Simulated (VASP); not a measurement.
A run of VASP 6.6.1 is set up as follows.

File INCAR:

```
SYSTEM = GaN
PREC = Accurate
ENCUT = 520
EDIFF = 1E-6
ISMEAR = -1
SIGMA = 0.02
LREAL = .FALSE.
LASPH = .TRUE.
NELM = 80
ALGO = Normal
ISIF = 2
LWAVE = .FALSE.
LCHARG = .FALSE.
GGA = PE
NBANDS = 16
```

Contents of KPOINTS:

```
Automatic mesh
0
G
  8 8 8
  0 0 0
```

File POSCAR:

```
GaN
1.0
    0.0000000000      2.2742071969      2.2742071969
    2.2742071969      0.0000000000      2.2742071969
    2.2742071969      2.2742071969      0.0000000000
Ga N
1 1
Direct
    0.0000000000      0.0000000000      0.0000000000
    0.7500000000      0.7500000000      0.7500000000
```

Potentials or basis: VASP PAW PBE potentials, release 64 (Ga_d, N).

The run is started by

```bash
$ cat potpaw_PBE.64/Ga_d/POTCAR potpaw_PBE.64/N/POTCAR > POTCAR
$ mpirun -np 1 vasp_std > vasp.out
```

**Question.** Estimate the band gap on the k mesh.

**Answer.** 1.55 eV, direct.

**Question.** What does it give for the pressure?

**Answer.** 0.1 GPa.

**The experiment to reproduce.**

A printed reference work, textbook reports, for a bulk crystal of GaN at 0 K: band gap 3.299 eV (direct).

Measured gap of GaN: 3.299 eV (direct; 0 K; a printed reference work, textbook). This calculation gives 1.55 eV (-1.75 eV). So large a miss can be the level of theory's own, or it may mean another phase, state or a wrong row. Spin-orbit coupling on Ga is left out. The value is that of PBE, without temperature or zero-point motion. Semilocal functionals fall short of measured gaps as a rule. The cell is a database's relaxed one, not the measured one, which moves gaps too.
